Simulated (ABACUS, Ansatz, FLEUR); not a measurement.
**Equation of state of CsPbCl3 under PBEsol**

```
CELL_PARAMETERS angstrom
5.60500 0.00000 0.00000
0.00000 5.60500 0.00000
0.00000 0.00000 5.60500
ATOMIC_POSITIONS crystal
Pb 0.50000 0.50000 0.50000
Cs 0.00000 0.00000 0.00000
Cl 0.50000 0.00000 0.50000
Cl 0.00000 0.50000 0.50000
Cl 0.50000 0.50000 0.00000
```

The cell was scaled at fixed shape and fractions and run with Ansatz, Ansatz PAW, cutoff 420 eV; PBEsol, k mesh 5 × 5 × 5 on the cell of 5 atoms, fermi-dirac occupations of 0.05 eV, no spin polarisation, no spin-orbit coupling. The potentials were made for PBE. Energies are those that the program minimises, any entropy of the smearing included.

```tsv
V (Å³/atom)	energy over the lowest row (meV/atom)
33.1043	13.247
33.8087	6.107
34.5130	1.793
35.2174	0.000
35.9217	?
36.6261	2.927
37.3304	7.193
```

Problem. Fit the third-order Birch-Murnaghan form, give V0, B0 and B′, and predict the energy left open.

Solution. With y = (V0/V)^(2/3), E = E0 + (9 V0 B0/16) [(y - 1)³ B′ + (y - 1)² (6 - 4y)]. Least squares through the rows shown give V0 = 35.4163 Å³/atom, E0 = -0.088 meV, B0 = 24.92 GPa (1 eV/Å³ = 160.218 GPa) and B′ = 4.68, with a largest miss of 0.003 meV. At V = 35.9217 the form with these constants gives 0.458 meV; the run gave 0.457 meV an atom. Other set-ups at this level, from all their volumes (Å³/atom, GPa): ABACUS, PseudoDojo NC SR 0.4.1 PBEsol standard, plane waves: V0 35.454, B0 24.93; Ansatz, PseudoDojo PBEsol: V0 35.366, B0 24.96; Ansatz, PseudoDojo PBEsol stringent: V0 35.379, B0 24.95; FLEUR, all-electron, FLAPW: V0 35.435, B0 24.89.
